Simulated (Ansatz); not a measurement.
Re:

```
Re
1.0
     2.76639    0.00000    0.00000
    -1.38319    2.39576    0.00000
     0.00000    0.00000    8.93885
Re
4
Direct
  0.66667 0.33333 0.75000
  0.00000 0.00000 0.50000
  0.33333 0.66667 0.25000
  0.00000 0.00000 0.00000
```

```yaml
Program: Ansatz 0.2.0
Task: relaxation of cell and atoms
Functional: BLYP
Potentials_or_basis: Ansatz PAW
Cutoff: "420 eV (not typed: the program's choice for these potentials)"
k_mesh: 8 × 8 × 3
Occupations: fermi-dirac, width 0.05 eV
Spin: no spin polarisation
```

At the start: volume 14.81 Å³/atom.

Problem. How do energy, volume and symmetry change on relaxing?

Solution. It ends after 5 steps and the volume is 15.53 Å³/atom (+4.9 %); space group P6_3/mmc (No. 194, to 0.05 Å).

The path:
| step | energy change (eV) | largest force (eV/Å) | volume (Å³) |
| --- | --- | --- | --- |
| 1 | 0.0000 | 0.0000 | 59.24 |
| 2 | -0.1428 | 0.0000 | 62.59 |
| 3 | -0.1467 | 0.0000 | 62.17 |
| 4 | -0.1467 | 0.0000 | 62.13 |
| 5 | -0.1493 | 0.0000 | 62.13 |

Final structure:
```
Re
1.0
     2.81458    0.00000    0.00000
    -1.40729    2.43750    0.00000
     0.00000    0.00000    9.05587
Re
4
Direct
  0.66667 0.33333 0.75000
  0.00000 0.00000 0.50000
  0.33333 0.66667 0.25000
  0.00000 0.00000 0.00000
```

Caveat: the plane-wave basis is chosen anew once the cell has moved, so the energies of steps on either side of that aren't comparable; the PAW data sets come from PBE, with cores solved anew for the run's functional, which leaves a small shift of forces and pressure.
